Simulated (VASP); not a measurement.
# Ge5H in VASP: single point with LDA

Aim: the single point of Ge5H with LDA.

Program: VASP 6.6.1. These are calculated values, not measurements. Logs are shortened: lines on timing, memory, paths and dates and some standing lists are left out, and cuts for length are marked.

## 1. The slab as given

The cell holds a slab with vacuum, 12 atoms: a = 3.975 Å, b = 3.975 Å, c = 30.955 Å, α = 90.00°, β = 90.00°, γ = 120.00°.

The cell was built by a generator and needn't be a form met in nature.

## 2. Single point, LDA

Input file INCAR:

```
SYSTEM = Ge5H
ALGO = Fast
DIPOL = 0.5 0.5 0.500
EDIFF = 1E-6
ENCUT = 520
GGA = CA
IDIPOL = 3
ISIF = 2
ISMEAR = 0
LASPH = .True.
LCHARG = .False.
LDIPOL = .True.
LREAL = .False.
LWAVE = .False.
NBANDS = 83
NELM = 100
PREC = Accurate
SIGMA = 0.03
```

Input file KPOINTS:

```
k-points
0
Gamma
  9 9 1
  0 0 0
```

Input file POSCAR:

```
Ge5H
1.0
    3.9752694289      0.0000000285      0.0000000000
   -1.9876347392      3.4426842981      0.0000000000
    0.0000000000      0.0000000000     30.9545890256
Ge H
10 2
Direct
    0.0000000000      0.0000000000      0.2789902665
    0.6666666667      0.3333333333      0.3039428025
    0.6666666667      0.3333333333      0.3822476313
    0.3333333333      0.6666666667      0.4083900004
    0.3333333333      0.6666666667      0.4869263459
    1.0000000000      0.0000000000      0.5130748344
    0.0000000000      0.0000000000      0.5916111898
    0.6666666667      0.3333333333      0.6177534716
    0.6666666667      0.3333333333      0.6960581853
    0.3333333333      0.6666666667      0.7210107059
    0.3333333333      0.6666666667      0.7710310729
    0.0000000000      0.0000000000      0.2289698886
```

Potentials or basis: VASP PAW LDA potentials, release 64 (Ge_d, H).

Launch:

```console
> cat potpaw_LDA.64/Ge_d/POTCAR potpaw_LDA.64/H/POTCAR > POTCAR
> mpirun -np 1 vasp_std > vasp.out
```

OUTCAR:

```text
SYSTEM = Ge5H
   EDIFF = 1E-6
   ENCUT = 520
   GGA = CA
   ISIF = 2
   ISMEAR = 0
   LASPH = .True.
   LREAL = .False.
   NELM = 100
   PREC = Accurate

 ion  position               nearest neighbor table
   1  0.000  0.000  0.279-  12 1.55   2 2.42   2 2.42   2 2.42
   2  0.667  0.333  0.304-   1 2.42   1 2.42   1 2.42   3 2.42
   3  0.667  0.333  0.382-   2 2.42   4 2.43   4 2.43   4 2.43
   4  0.333  0.667  0.408-   5 2.43   3 2.43   3 2.43   3 2.43
   5  0.333  0.667  0.487-   4 2.43   6 2.43   6 2.43   6 2.43
   6  0.000  0.000  0.513-   7 2.43   5 2.43   5 2.43   5 2.43
   7  0.000  0.000  0.592-   6 2.43   8 2.43   8 2.43   8 2.43
   8  0.667  0.333  0.618-   9 2.42   7 2.43   7 2.43   7 2.43
   9  0.667  0.333  0.696-  10 2.42  10 2.42  10 2.42   8 2.42
  10  0.333  0.667  0.721-  11 1.55   9 2.42   9 2.42   9 2.42
  11  0.333  0.667  0.771-  10 1.55
  12  0.000  0.000  0.229-   1 1.55

  LATTYP: Found a hexagonal cell.
 ALAT       =     3.9752694289
 C/A-ratio  =     7.7867901986

  Lattice vectors:

 A1 = (   3.9752694289,   0.0000000285,   0.0000000000)
 A2 = (  -1.9876347392,   3.4426842981,   0.0000000000)
 A3 = (   0.0000000000,   0.0000000000,  30.9545890256)

Analysis of symmetry for initial positions (statically):
=====================================================================
 Subroutine PRICEL returns:
 Original cell was already a primitive cell.

 Routine SETGRP: Setting up the symmetry group for a
 hexagonal supercell.

 Subroutine GETGRP returns: Found 12 space group operations
 (whereof  6 operations were pure point group operations)
 out of a pool of 24 trial point group operations.

The static configuration has the point symmetry C_3v.
 The point group associated with its full space group is D_3d.

Analysis of symmetry for dynamics (positions and initial velocities):
=====================================================================
 Subroutine PRICEL returns:
 Original cell was already a primitive cell.

 Routine SETGRP: Setting up the symmetry group for a
 hexagonal supercell.

 Subroutine GETGRP returns: Found 12 space group operations
 (whereof  6 operations were pure point group operations)
 out of a pool of 24 trial point group operations.

The dynamic configuration has the point symmetry C_3v.
 The point group associated with its full space group is D_3d.

 Subroutine INISYM returns: Found 12 space group operations
 (whereof  6 operations are pure point group operations),
 and found     1 'primitive' translations

----------------------------------------------------------------------------------------

                                     Primitive cell

  volume of cell :     423.6321

  direct lattice vectors                    reciprocal lattice vectors
     3.975269429  0.000000029  0.000000000     0.251555275  0.145235508  0.000000000
    -1.987634739  3.442684298  0.000000000    -0.000000002  0.290471013  0.000000000
     0.000000000  0.000000000 30.954589026     0.000000000  0.000000000  0.032305388

  length of vectors
     3.975269429  3.975269429 30.954589026     0.290471013  0.290471013  0.032305388

  position of ions in fractional coordinates (direct lattice)
     0.000000000  0.000000000  0.278990267
     0.666666667  0.333333333  0.303942803
     0.666666667  0.333333333  0.382247631
     0.333333333  0.666666667  0.408390000
     0.333333333  0.666666667  0.486926346
     0.000000000  0.000000000  0.513074834
     0.000000000  0.000000000  0.591611190
     0.666666667  0.333333333  0.617753472
     0.666666667  0.333333333  0.696058185
     0.333333333  0.666666667  0.721010706
     0.333333333  0.666666667  0.771031073
     0.000000000  0.000000000  0.228969889

  ion indices of the primitive-cell ions
   primitive index   ion index
                 1           1
                 2           2
                 3           3
                 4           4
                 5           5
                 6           6
                 7           7
                 8           8
                 9           9
                10          10
                11          11
                12          12

----------------------------------------------------------------------------------------

 KPOINTS: k-points

Automatic generation of k-mesh.
 Grid dimensions read from file:
 generate k-points for:    9    9    1

 Generating k-lattice:

  Cartesian coordinates                     Fractional coordinates (reciprocal lattice)
     0.027950586  0.016137279  0.000000000     0.111111111  0.000000000  0.000000000
    -0.000000000  0.032274557  0.000000000    -0.000000000  0.111111111  0.000000000
     0.000000000  0.000000000  0.032305388     0.000000000  0.000000000  1.000000000

  Length of vectors
     0.032274557  0.032274557  0.032305388

  Shift w.r.t. Gamma in fractional coordinates (k-lattice)
     0.000000000  0.000000000  0.000000000

 Subroutine IBZKPT returns following result:
 ===========================================

 Found     12 irreducible k-points:

 Following reciprocal coordinates:
            Coordinates               Weight
  0.000000  0.000000  0.000000      1.000000
  0.111111  0.000000  0.000000      6.000000
  0.222222  0.000000  0.000000      6.000000
  0.333333  0.000000  0.000000      6.000000
  0.444444  0.000000  0.000000      6.000000
  0.111111  0.111111  0.000000      6.000000
  0.222222  0.111111  0.000000     12.000000
  0.333333  0.111111  0.000000     12.000000
  0.444444  0.111111  0.000000      6.000000
  0.222222  0.222222  0.000000      6.000000
  0.333333  0.222222  0.000000     12.000000
  0.333333  0.333333  0.000000      2.000000
   k-points           NKPTS =     12   k-points in BZ     NKDIM =     12   number of bands    NBANDS=     83
   number of dos      NEDOS =    301   number of ions     NIONS =     12
   total plane-waves  NPLWV = 216000
   dimension x,y,z NGX =    30 NGY =   30 NGZ =  240
   dimension x,y,z NGXF=    60 NGYF=   60 NGZF=  480
   ions per type =              10   2
   NGX,Y,Z   is equivalent  to a cutoff of  12.55, 12.55, 12.89 a.u.
   NGXF,Y,Z  is equivalent  to a cutoff of  25.09, 25.09, 25.78 a.u.
 SYSTEM =  Ge5H
   PREC   = accura    normal or accurate (medium, high low for compatibility)
   ISTART =      0    job   : 0-new  1-cont  2-samecut
   ICHARG =      2    charge: 1-file 2-atom 10-const
   ISPIN  =      1    spin polarized calculation?
   LNONCOLLINEAR =      F non collinear calculations
   LSORBIT =      F    spin-orbit coupling
   LASPH  =      T    aspherical Exc in radial PAW
   ENCUT  =  520.0 eV  38.22 Ry    6.18 a.u.   7.39  7.39 57.56*2*pi/ulx,y,z
   NELM   =    100;   NELMIN=  2; NELMDL= -5     # of ELM steps
   EDIFF  = 0.1E-05   stopping-criterion for ELM
   LREAL  =      F    real-space projection
   EDIFFG = 0.1E-04   stopping-criterion for IOM
   NSW    =      0    number of steps for IOM
   IBRION =     -1    ionic relax: 0-MD 1-quasi-New 2-CG
   NFREE  =      0    steps in history (QN), initial steepest desc. (CG)
   ISIF   =      2    stress and relaxation
   ISYM   =      2    0-nonsym 1-usesym 2-fastsym
   POTIM  = 0.5000    time-step for ionic-motion
   TEBEG  =    0.0;   TEEND  =   0.0 temperature during run
   PSTRESS=    0.0 pullay stress
   NELECT =     142.0000    total number of electrons
   NUPDOWN=      -1.0000    fix difference up-down
   EMIN   =  10.00;   EMAX   =-10.00  energy-range for DOS
   EFERMI =   0.00;   METHOD = LEGACY
   ISMEAR =     0;   SIGMA  =   0.03  broadening in eV -4-tet -1-fermi 0-gaus
   EFERMI_NEDOS =   21; number of points for ismear=-14 and -15
   IALGO  =     68    algorithm
   IMIX   =      4    mixing-type and parameters
     AMIX     =   0.40;   BMIX     =  1.00
     AMIX_MAG =   1.60;   BMIX_MAG =  1.00
  volume/ion in A,a.u.               =      35.30       238.23
  Fermi-wavevector in a.u.,A,eV,Ry     =   1.137212  2.149019 17.595742  1.293251
  Thomas-Fermi vector in A             =   2.273917
   LORBIT       =      0    0 simple, 1 ext, 2 COOP (PROOUT), +10 PAW based schemes
   GGA     = CA    functional components
   LHFCALC =     F    Hartree Fock is set to
   AEXX    =    0.0000 exact exchange contribution
   IVDW    =     0    specifies the selected vdW correction
   LEPSILON=     F    determine dielectric tensor
   LRPA    =     F    only Hartree local field effects (RPA)
 non-spin polarized calculation
 RMM-DIIS sequential band-by-band and
 Gauss-broadening in eV      SIGMA  =   0.03
  energy-cutoff  :      520.00
  volume of cell :      423.63
 maximum number of plane-waves:     11485
 NGX is ok and might be reduce to    30
   NGX = 15   NGY = 15   NGZ =115

 number of electron     142.0000157 magnetization

 dipolmoment           0.000000      0.000000     -0.000109 electrons x Angstroem

 Free energy of the ion-electron system (eV)
  ---------------------------------------------------
  ext. energy  EPLUGINS =         0.00000000
  ---------------------------------------------------
  free energy    TOTEN  =       -58.21986698 eV

  energy without entropy =      -58.21986698  energy(sigma->0) =      -58.21986698

 E-fermi :   0.6361     XC(G=0):  -6.0753

 val. band max:        0.4760477604   @ k =   0.0000   0.0000   0.0000
 cond. band min:       0.7787699776   @ k =   0.0000   0.0000   0.0000
 fundamental gap:      0.3027222172
 Fermi energy:         0.6360689891

 k-point     1 :       0.0000    0.0000    0.0000
  band No.  band energies     occupation
      1     -24.3803      2.00000
      2     -24.3803      2.00000
      3     -24.3745      2.00000
      4     -24.3745      2.00000
      5     -24.3660      2.00000
      6     -24.3660      2.00000
[... 1021 lines left out ...]
     82       6.4966      0.00000
     83       6.6317      0.00000

------------------------ aborting loop because EDIFF is reached ----------------------------------------

 vacuum level on the upper side and lower side of the slab       (xc-potential included)        -0.129        -0.127

  FORCE on cell =-STRESS in cart. coord.  units (eV):
  Direction    XX          YY          ZZ          XY          YZ          ZX
  --------------------------------------------------------------------------------------
  -------------------------------------------------------------------------------------
  Total       -0.1208601     -0.1208601      0.1806282      0.0000000     -0.0000000      0.0000000
  in kB       -0.4570931     -0.4570931      0.6831363      0.0000000     -0.0000000      0.0000000
  external PRESSURE =      -0.0770167 kB  Pullay stress =       0.0000000 kB

 VOLUME and BASIS-vectors are now :
 -----------------------------------------------------------------------------
  energy-cutoff  :      520.00
  volume of cell :      423.63
      direct lattice vectors                 reciprocal lattice vectors
     3.975269429  0.000000029  0.000000000     0.251555275  0.145235508  0.000000000
    -1.987634739  3.442684298  0.000000000    -0.000000002  0.290471013  0.000000000
     0.000000000  0.000000000 30.954589026     0.000000000  0.000000000  0.032305388

 POSITION                                       TOTAL-FORCE (eV/Angst)
 -----------------------------------------------------------------------------------
      0.00000      0.00000      8.63603         0.000000      0.000000      0.002012
      1.98763      1.14756      9.40842        -0.000000      0.000000      0.000274
      1.98763      1.14756     11.83232        -0.000000     -0.000000     -0.000566
     -0.00000      2.29512     12.64154         0.000000      0.000000      0.000848
     -0.00000      2.29512     15.07260        -0.000000      0.000000      0.001301
      0.00000      0.00000     15.88202         0.000000     -0.000000     -0.001301
      0.00000      0.00000     18.31308        -0.000000     -0.000000     -0.000848
      1.98763      1.14756     19.12230         0.000000      0.000000      0.000566
      1.98763      1.14756     21.54620         0.000000      0.000000     -0.000274
     -0.00000      2.29512     22.31859        -0.000000      0.000000     -0.002012
     -0.00000      2.29512     23.86695        -0.000000      0.000000      0.016618
      0.00000      0.00000      7.08767        -0.000000      0.000000     -0.016618
 -----------------------------------------------------------------------------------
    total drift:                               -0.000000      0.000000     -0.022758

  FREE ENERGIE OF THE ION-ELECTRON SYSTEM (eV)
  ---------------------------------------------------
  free  energy   TOTEN  =       -58.2198669833 eV

  energy  without entropy=      -58.2198669833  energy(sigma->0) =      -58.21986698

 vacuum level on the upper side and lower side of the slab         4.822         4.824
```

Run time: 18 min. Hardware: 1 thread of Intel Xeon Platinum 8559C (Emerald Rapids), shared host; peak memory 0.53 GiB.

What came out:

```yaml
Free_energy: -58.2199 eV
Largest_force: 0.017 eV/Å
Band_gap_on_the_k_mesh: 0.30 eV, direct
```

Forces on the atoms (eV/Å):
```
Ge   0.000  0.000  0.002
Ge   0.000  0.000  0.000
Ge   0.000  0.000 -0.001
Ge   0.000  0.000  0.001
Ge   0.000  0.000  0.001
Ge   0.000  0.000 -0.001
Ge   0.000  0.000 -0.001
Ge   0.000  0.000  0.001
Ge   0.000  0.000  0.000
Ge   0.000  0.000 -0.002
H    0.000  0.000  0.017
H    0.000  0.000 -0.017
```

As with any semilocal functional, this LDA gap is likely too small.
